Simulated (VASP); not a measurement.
Crystal: Zr.

```xyz
2
Lattice="3.2320 0.0000 0.0000 -1.6160 2.7990 0.0000 0.0000 0.0000 5.1470" Properties=species:S:1:pos:R:3 pbc="T T T"
Zr   -0.0078    1.8869    1.3068
Zr    1.6238    0.9121    3.8402
```

The cell isn't the ideal one: atom 2 moved 0.06 Å.

Base run:

```yaml
Program: VASP 6.6.1
Functional: PW91
Potentials_or_basis: VASP PAW PBE potentials, release 64 (Zr_sv)
Cutoff: 520 eV
k_mesh: 9 × 9 × 5
Occupations: fermi-dirac, width 0.05 eV
Spin: no spin polarisation
```

Its results: pressure 0.3 GPa; largest force 0.168 eV/Å.

After a change of settings the same cell gave: pressure 2.8 GPa; largest force 0.172 eV/Å. Which change was it?
A. functional from PW91 to AM05
B. functional from PW91 to PBEsol
C. functional from PW91 to RPBE
D. functional from PW91 to SCAN; further incar settings from ALGO = Fast; EDIFF = 1e-07; NBANDS = 19 to ALGO = Normal; EDIFF = 1e-07; NBANDS = 19

C.

RPBE binds less tightly than PW91, so the same cell stands under more pressure.

Caveats: the PAW data sets were made with another functional, which shifts forces and pressure a little.

Runs at the PBE level aren't shown here.
